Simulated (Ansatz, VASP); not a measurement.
One calculation of Ru, two programs

```xyz
2
Lattice="2.5767 0.0000 0.0000 -1.2884 2.2315 0.0000 0.0000 0.0000 4.7627" Properties=species:S:1:pos:R:3 pbc="T T T"
Ru    0.0000    1.4877    1.1907
Ru    1.2884    0.7438    3.5720
```

Alike in both runs: task single point; functional PBEsol; k mesh 18 × 18 × 10; occupations gaussian, width 0.15 eV; no spin polarisation.

```csv
,VASP,Ansatz
version,VASP 6.6.1,Ansatz 0.2.0
potentials or method,"VASP PAW PBE potentials, release 64 (Ru_pv)","scalar-relativistic, plane waves, PAW"
plane-wave cutoff (eV),520,420
valence electrons in the cell,28,32
```

|  | VASP | Ansatz | Ansatz less VASP |
| --- | --- | --- | --- |
| gap on the k mesh at the Fermi level (eV) | none | none | - |
| pressure (GPa) | -1.0 | -0.9 | +0.09 |
| largest component of the traceless stress (GPa) | 44.99 | 45.04 | +0.045 |

A gap of «none» marks a metal or a gap that the smearing closes. With one functional, cell and mesh, what is left measures potentials, basis and numerics. The two sets of potentials don't hold the same shells in valence. Ansatz warned: «pseudo_functional_mismatch».

Caveats: the PAW data sets were made with another functional, which shifts forces and pressure a little (VASP).
